Why should the program that finds the largest force on the sulphur atoms of MoS₂ report the lowest pressure on the crystal? Six programs were given the same layered crystal, with every atom at the same place, and the same density functional. Their pressures still differ by 0.19 GPa, about a tenth of the pressure itself. The forces show where in the crystal most of that difference probably arises.

Plane-wave DFT calculations of bulk MoS₂ (P6₃/mmc, 6-atom cell) at one fixed geometry, using PBE without dispersion correction, spin polarisation or spin–orbit coupling. All runs use a 10 × 10 × 3 k mesh and Fermi–Dirac smearing of 0.05 eV. The basis column gives the plane-wave cutoff, and pressure is positive in compression.

```
         program                            potentials    basis  pressure (GPa)  largest force (eV/Å)
            VASP  VASP PAW PBE potentials, recommended   520 eV           1.860                 0.078
Quantum ESPRESSO               SSSP 1.3 efficiency PBE   816 eV           1.910                 0.066
            GPAW  GPAW PAW data sets (gpaw data 1.2.1)   600 eV           1.940                 0.057
          Ansatz                            Ansatz PAW   420 eV           1.970                 0.065
            DFTK        dojo.nc.sr.pbe.v0_4_1.standard  1088 eV           2.040                 0.057
           JDFTx        PseudoDojo SR PBE 0.5 standard  1088 eV           2.050                 0.056
```

The pressure is positive when the crystal pushes outwards against its fixed cell. The largest force is the size of the strongest force on any atom; here it acts on the sulphur atoms, along the axis c on which the layers are stacked. Going from VASP at the top to JDFTx at the bottom, the pressure rises while the force falls, with GPAW as the one row out of order. Without GPAW, the order by pressure is exactly the reverse of the order by force.

All six programs agree that the crystal wants to expand, by a push of roughly 2 GPa. This shared part has a well-known cause: PBE without a dispersion term lacks most of the attraction between the layers, and it also makes bonds slightly too long. A cell close to the measured one is therefore too tight for it. The pressure belongs to the functional in this cell and is no sign of a real load on the material.

**A bead between two springs**

A simpler system shows how force and pressure can be tied together. Picture a bead in a closed tube, held between two compressed springs. The net force on the bead is the difference of the two pushes, while the load on the tube reflects both. If the spring that already pushes less is swapped for a slightly weaker one, the bead is driven harder towards that side and the average load falls.

In MoS₂ the bead is a sulphur atom. One spring is the set of Mo–S bonds, which push it out of its layer; the other is the repulsion from the next layer, which pushes it back in. Suppose that the programs differ only in how hard the bonds push. A weaker bond push then leaves a larger inward force on sulphur and a lower pressure, which is the order seen from DFTK to VASP. The picture holds for the direction c only: real Mo–S bonds are slanted, so they also push sideways within the layer.

**From force to pressure**

Let f be the push along one Mo–S bond, d = 2.408 Å its length, and h = 1.566 Å the height of sulphur above the molybdenum plane. Three bonds hold each sulphur atom, and each passes on the fraction h/d of its push along c. With G for the push from the next layer, the inward force F on sulphur is

F = G − 3 f h/d

If G is the same in every program, a change Δf of the bond push changes the force by −3 (h/d) Δf. The cell, of volume V, contains twelve such bonds, and each adds its push times its length, divided by 3V, to the pressure. Together these two steps give

ΔP = 12 d Δf / (3V) = −[4 d² / (3 h V)] ΔF

The volume is 6 × 17.86 Å³ = 107.2 Å³, which makes the bracket 0.046 Å⁻². Since 1 eV/Å³ is about 160 GPa, the pressure should fall by 7.4 GPa for each eV/Å of added force. This slope comes from the shape of the crystal alone.

Now take VASP and DFTK. The force is larger in VASP by 0.078 − 0.057 = 0.021 eV/Å, so its pressure should be lower by 7.4 × 0.021 = 0.16 GPa. The computed difference is 2.04 − 1.86 = 0.18 GPa. A change in the bond push alone would thus account for most of the gap between these two programs.

A straight line fitted to all six rows, these two included, has a slope of −7.3 ± 2.4 GPa per eV/Å. With an uncertainty that wide, the close match to the geometric value should not be given much weight. The link also leans on VASP: the correlation between pressure and force weakens from −0.83 to −0.68 when that row is set aside. The printed analysis after this text gives the fit and the model row by row.

**Inside the layers or between them**

The argument needs the force on sulphur to point inwards, towards molybdenum, and this direction is inferred. One reason lies in the stress, which is the pressure resolved by direction. From VASP to JDFTx the stress within the plane of the layers changes 0.76 times as much as the stress along c, and the bond model gives 0.68. A change in the repulsion between layers would act mainly along c and leave the in-plane stress nearly alone. This reason is a weak one, though, because the ratio depends on the pair chosen: from VASP to Quantum ESPRESSO it is only 0.27.

A force balance along c supports the same reading. Between two planes of atoms the push per area is the same at every height, and at a sulphur plane it jumps by the force per area acting there. With the force pointing inwards, the push across the gap between layers lies between 2.77 and 2.86 GPa in all six programs. Inside the layers it runs from 1.40 GPa in VASP to 1.83 GPa in JDFTx.

With the force pointing outwards, the gap would have to carry the disagreement instead. That is hard to believe, because only the smooth outer tails of the electron density meet there, and all six programs treat them with the same functional. The Mo–S bonds reach into the regions near the nuclei, where each potential replaces the true core in its own way. It is there that small differences between potentials should be felt.

DFTK and JDFTx fit this view. They are different programs, but they use potentials of one family and the same cutoff, and their pressures differ by only 0.01 GPa. The choice of program as such therefore matters little in this pair. Elsewhere in the table potential and cutoff change together, so the share of each remains open.

**Why GPAW stands apart**

GPAW and DFTK report the same force, 0.057 eV/Å, yet the pressure from GPAW is lower by 0.10 GPa. The bond model ties pressure to force and can't produce such a difference. The stresses show its character: GPAW lies lower by 0.11 GPa in the plane and by 0.08 GPa along c. The drop thus appears in every direction, somewhat more in the plane, with no trace in the force.

An incomplete set of plane waves can leave a similar mark. When the cell expands with a fixed number of waves, the waves grow longer and describe the electrons less well, so the energy rises artificially and the computed pressure comes out too low. The positions of the atoms hardly enter. In Ansatz, where this error was worked out, it amounts to only about 0.02 GPa and is slightly larger along c, so it resembles the drop in GPAW only in part. The pressure of Ansatz in the table is given without this correction.

Whether the basis is also what lowers the pressure in GPAW is a guess. Its atomic data sets could shift the stress in a similar way. Repeating the run with a higher cutoff would tell: a pressure that climbs towards that of DFTK while the force stays put would point to the basis. Quantum ESPRESSO and Ansatz form a milder case of the same kind: their forces differ by only 0.001 eV/Å but their pressures by 0.06 GPa, far more than the bond model allows.

**What to do about it**

A difference of 0.19 GPa is nearly two thousand atmospheres, but the difference in length behind most of it is probably tiny. With a rough force constant of 20 eV/Å² for sulphur moving along c, the whole spread of forces corresponds to a shift of about 0.001 Å. Pressure is a harsh test because stiff bonds turn very small differences in preferred length into large stresses.

For work on this crystal, a pressure from any one of these set-ups should be read with a margin of about 0.2 GPa for the choice of potential and basis. The error from the missing dispersion comes on top and is likely to be much larger. Differences between two states of the material should be taken within one program, with potentials and cutoff unchanged. When two programs disagree, compare their forces as well as their pressures, and repeat each run with a higher cutoff. What remains of the difference once the cutoffs no longer matter is likely to come from the potentials.

Output of the analysis:

```
Height of S above the Mo plane, angstrom: 1.566
Slope of pressure against force from the bond model, GPa per eV/angstrom: -7.382
fit of P on 6 rows: constant 2.423 +/- 0.15, coefficient of F -7.306 +/- 2.4; rms 0.0373, worst GPAW 0.0667, leave-one-out rms 0.0521
Correlation of pressure and force, all rows: -0.8348
The same correlation without VASP: -0.6791
Bond model with fixed slope, GPa:
               row  pressure  model       miss
              VASP      1.86  1.852  -0.007832
  Quantum ESPRESSO      1.91  1.941    0.03075
              GPAW      1.94  2.007    0.06719
            Ansatz      1.97  1.948   -0.02187
              DFTK      2.04  2.007   -0.03281
             JDFTx      2.05  2.015   -0.03543
Spread of pressure from lowest to highest, GPa: 0.19
Spread of pressure that the bond model gives, GPa: 0.1624
In-plane over c-axis spread of stress, computed: 0.7577
In-plane over c-axis change of stress, bond model: 0.6829
Stress along c if the force points towards Mo, GPa:
               row  average  across_gap  inside_layer
              VASP    2.106       2.836         1.399
  Quantum ESPRESSO    2.201       2.819         1.603
              GPAW    2.239       2.773         1.723
            Ansatz    2.244       2.852         1.655
              DFTK    2.316        2.85           1.8
             JDFTx    2.333       2.857         1.826
Spread of the gap stress if the force points away from Mo, GPa: 0.4329
Spread of the gap stress if the force points towards Mo, GPa: 0.08464
GPAW less DFTK, in-plane stress, GPa: -0.108
GPAW less DFTK, c-axis stress, GPa: -0.077
Spread of force as a shift of S, angstrom, rough: 0.0011
```
